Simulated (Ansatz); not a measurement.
# Co (P6_3/mmc) in Ansatz: single point with PBE

Aim: the single point of Co with PBE.

Everything below comes from runs of Ansatz 0.2.0. Logs are shortened: lines on timing, memory, paths and dates and some standing lists are left out, and cuts for length are marked.

**1. The crystal as given**

The structure is hexagonal, space group P6_3/mmc (No. 194). Conventional cell: a = 2.471 Å, b = 2.471 Å, c = 8.088 Å, α = 90.00°, β = 90.00°, γ = 120.00°. Co (site symmetry -6m2) is surrounded by 12 Co at 2.47 Å. Co (site symmetry -3m) is surrounded by 12 Co at 2.47 Å.

**2. Single point, PBE, collinear spin, ferromagnetic start**

Input file input.yaml:

```yaml
crystal:
  lattice:
    - [2.4705617809, 0.0, 0.0]
    - [-1.2352808905, 2.1395692639, 0.0]
    - [0.0, 0.0, 8.0882338]
  atoms:
    - { symbol: Co, position: [0.6666666667, 0.3333333333, 0.75], spin: 2.0 }
    - { symbol: Co, position: [0.0, 0.0, 0.5], spin: 2.0 }
    - { symbol: Co, position: [0.3333333333, 0.6666666667, 0.25], spin: 2.0 }
    - { symbol: Co, position: [0.0, 0.0, 0.0], spin: 2.0 }
hamiltonian:
  xc: pbe
  pseudopotentials: { kind: paw }
magnetization:
  spin_polarized: true
kpoints:
  mp_grid: { grid: [21, 21, 6] }
scf:
  occupations: { method: fermi_dirac, width: 0.05 }
output:
  forces: true
  stress: true
  eigenvalues: true
```

Potentials or basis: Ansatz PAW.

Run with:

```console
ansatz run input.yaml --threads 2 --pin off --max-ram 5120MiB --backend cpu --events-out ev --progress --plain --runs-dir out
```

Output:

```text
Warning: RAYON_NUM_THREADS=2 ignored (pool sized by the plan → 2); use --threads N
Engine: ansatz 0.2.0, x86_64-unknown-linux-gnu
Pseudopotentials: kind: paw
Pseudopotential: Co, paw, valence charge 17, recommended cutoff 420 eV (normal), Co.paw.azcp
Functional definition: PBE
  parameter kappa = 0.804
  parameter beta = 0.06672455060314922
  exchange = pbe_x(kappa = kappa, mu = beta*pi^2/3)
  correlation = pbe_c(beta = beta)
Crystal: 4 atoms, lattice volume = 42.754 Å³
Basis set: ecut = 420 eV, 813 PW (Γ), exchange–correlation on 36×36×120 points (8 copies of the dense FFT grid, shifted against one another)
Bands: 46, of which v1, the nominal top of the filled ones, is band 34 counted from 1 (33 counted from 0)
Symmetry: 24 space group operations
Space group: P63/mmc (ITA 194), of the structure as read, at distance tolerance 3.5e-5 Å
Magnetic group: BNS 194.263 (UNI 1493), of the structure as read, at distance tolerance 3.5e-5 Å
k-points: 192 of 2646
Non-local potential: Co, projectors of the file, l = 0: 3, l = 1: 2, l = 2: 3, l = 3: 1
PAW form: soft (Blöchl's): semilocal exchange-correlation on the pseudo side does not see the compensation charge
PAW one-centre angular grid: Co, 590 points (default); XC on 64 Gauss nodes
Initial density: superposition of atomic densities (chi_scale 0.1, normalization cell)
Starting moments: Σ|m| = 8 μB on 4 of 4 sites
Initial wavefunctions: pseudopotential atomic-orbital guess
Functional: x = pbe(κ = 0.804, μ = 0.2195149727645171), c = pbe(β = 0.06672455060314922)
SCF iter   1: F=—  HF=-20503.315805 eV  |F-HF|=—  |Δ(HF+E_count)|=         —  Δρ=8.16e-2 (↑6.05e-2 ↓8.16e-2)  dr2=4.82e0  dr2_m=1.16e-1  M=6.939 μB ∫|m|=7.211 μB  β_m=0.30  ethr=3.10e-3  ⟨swp⟩=5.7  Hψ=58786  notcnv=0  defer=50
Mixer restart at iter 1: flushing history
preconditioner: auto → Kerker (q_TF=auto, 2.948 Å⁻¹)  [metal: Δε(μ)=0.005 eV  Ē_g=9.227 eV  σ=0.050 eV  W_gap=0.02  n_scr=12 (ndim 8)  ℏωp=34.1 eV  f_vac=0.000  D(μ)=3.06/eV (n_scr^D=38)]
spin=Collinear: Kerker preconditioning applied to the charge; magnetization (m = ρ↑ − ρ↓) channel mixes plain (no charge-response kernel on spin).
SCF iter   2: F=—  HF=-20501.830365 eV  |F-HF|=—  |Δ(HF+E_count)|=    1.49e0  Δρ=3.04e-2 (↑1.20e-2 ↓3.04e-2)  dr2=3.30e-1  dr2_m=1.10e-1  M=6.973 μB ∫|m|=7.324 μB  β_m=0.35  ethr=3.10e-3  ⟨swp⟩=2.3  Hψ=28989  notcnv=0  defer=1422
SCF iter   3: F=—  HF=-20502.982662 eV  |F-HF|=—  |Δ(HF+E_count)|=    1.15e0  Δρ=1.51e-2 (↑1.51e-2 ↓9.45e-3)  dr2=2.87e-2  dr2_m=3.81e-2  M=6.854 μB ∫|m|=7.294 μB  β_m=0.55  ethr=4.85e-4  ⟨swp⟩=2.0  Hψ=20970  notcnv=0  defer=1425
[... 11 lines left out ...]
SCF 1 converged in 14 iterations: F = -20504.591095 eV  dr2 = 2.25e-9
SCF converged after 14 iterations
Magnetization: 6.5019 μB (37.2509 up, 30.7491 down)
Absolute magnetization: 7.1163 μB (∫|ρ↑−ρ↓|, with the PAW one-centre terms)
Spin contamination: 0.1058 ħ² per cell (⟨S²⟩ above its minimum at these occupations)
Per-site moments (μB) at R_I (Å): [(1.7055390389178844, 1.0191067346264122), (1.68605082498375, 1.0191067346264122), (1.7055390389178842, 1.0191067346264122), (1.68605082498375, 1.0191067346264122)]
Free energy (F): -20504.591095 eV
Harris-Foulkes:  -20504.591095 eV  (|F-HF|=2.24e-9)
Internal energy: -20504.560674 eV  (E = F + TS)
E sigma→0 (E₀):  -20504.575885 eV
Entropy (-TS):   -0.030421 eV (-7.605 meV/atom)
Fermi energy:    19.105419 eV
--- Per-component energies (eV) ---
  E_band       = -954.333975
  E_kinetic    = 1816.381203
  E_local      = -11242.709495  (includes V_loc(G=0)·N_el)
  E_nonlocal   = 1816.160533
  E_hartree    = 4715.868374
  E_xc         = -636.785570
  E_vxc        = -821.788153  (∫ρ·V_xc dr)
  E_paw        = -6060.614854  (= ΣΔE_a)
  E_vpaw       = -1954.121548  (= ΣTr[D̂ρ^β])
  E_aug_tail   = 0.000336  (compensation charges beyond the density's cutoff)
  E_ewald      = -10912.861201
  E_smearing   = -0.030421  (= −TS)
  E_closure    = -0.000000  (closes the sum)
  Σ components = -20504.591095   (vs F -20504.591095, Δ=0.00e0)
--- Forces (eV/Å), atoms counted from 1 ---
  atom   1  Co     0.00000000     0.00000000     0.00000000
  atom   2  Co     0.00000000     0.00000000     0.00000000
  atom   3  Co    -0.00000000    -0.00000000     0.00000000
  atom   4  Co    -0.00000000     0.00000000     0.00000000
  max |Σ_I F_I| component: 4.63e-18 eV/Å
--- Stress (GPa, compression-positive) ---
        5.104811       0.000000       0.000000
        0.000000       5.104811       0.000000
        0.000000       0.000000       2.253660
  P = ⅓ Tr σ = 4.1544 GPa (41.544 kbar)
--- Band table (eV; the first three rows and the last of 384) ---
  k-point 0 ↑: bands = ["-77.0612", "-77.0452", "-77.0089", "-76.9927", "-40.4695", "-40.3373", "-40.2578", "-40.1552", "-40.1552", "-40.1370", "-40.1370", "-40.1249", "-40.1249", "-40.1231", "-40.1066", "-40.1066", "9.9133", "12.1391", "12.1605", "13.7737", "16.0043", "16.0350", "16.2781", "16.2781", "16.3192", "16.3192", "16.3403", "16.5708", "16.5708", "16.6440", "16.6440", "17.2591", "17.2591", "17.5908", "17.5908", "17.9096", "17.9096", "18.3077", "18.3077", "18.6995", "25.2938", "33.7680", "33.7704", "40.8505", "41.4309", "42.3581"]
  k-point 1 ↑: bands = ["-77.0603", "-77.0467", "-77.0074", "-76.9935", "-40.4640", "-40.3565", "-40.2384", "-40.1544", "-40.1544", "-40.1396", "-40.1396", "-40.1288", "-40.1223", "-40.1223", "-40.1074", "-40.1074", "9.9833", "11.5411", "12.7447", "13.7573", "16.0270", "16.1389", "16.2905", "16.2905", "16.3211", "16.3325", "16.3325", "16.5498", "16.5498", "16.6209", "16.6209", "17.2862", "17.2862", "17.5677", "17.5677", "17.9457", "17.9457", "18.2860", "18.2860", "18.4179", "25.7126", "31.8222", "35.7767", "40.8914", "41.3792", "42.2787"]
  k-point 2 ↑: bands = ["-77.0580", "-77.0503", "-77.0037", "-76.9959", "-40.4479", "-40.3904", "-40.2041", "-40.1522", "-40.1522", "-40.1453", "-40.1442", "-40.1442", "-40.1177", "-40.1177", "-40.1097", "-40.1097", "10.1911", "10.9879", "13.2298", "13.6940", "16.0982", "16.2666", "16.3244", "16.3244", "16.3627", "16.3627", "16.4647", "16.5077", "16.5077", "16.5640", "16.5640", "17.3532", "17.3532", "17.5105", "17.5105", "17.7601", "18.0321", "18.0321", "18.2245", "18.2245", "26.7945", "29.9727", "37.8012", "41.0079", "41.1521", "41.6515"]
  k-point 191 ↓: bands = ["-74.9134", "-74.9134", "-74.9026", "-74.9026", "-38.3652", "-38.3652", "-38.3424", "-38.3424", "-38.3016", "-38.3016", "-38.2886", "-38.2886", "-38.1846", "-38.1846", "-38.1683", "-38.1683", "16.1607", "16.1607", "16.2580", "16.2580", "16.2655", "16.2655", "16.3549", "16.3549", "17.3650", "17.3650", "17.4559", "17.4559", "18.8064", "18.8064", "19.3573", "19.3573", "20.0698", "20.0698", "20.1732", "20.1732", "24.8018", "24.8018", "25.3374", "25.3374", "25.9638", "25.9638", "28.7744", "28.7744", "30.5524", "30.5524"]
```

Wall time 70 s (2 threads of Intel Xeon at 2.50GHz (Skylake/Cascade Lake), shared host); peak memory 0.86 GiB.

Results:

```
Free energy            : -20504.5911 eV
Pressure               : 4.2 GPa
Band gap on the k mesh : none (metal or under the smearing width)
Net moment             : 6.50 μB per cell
Absolute moment        : 7.12 μB per cell
Site moments           : Co +1.71, +1.69 μB
```
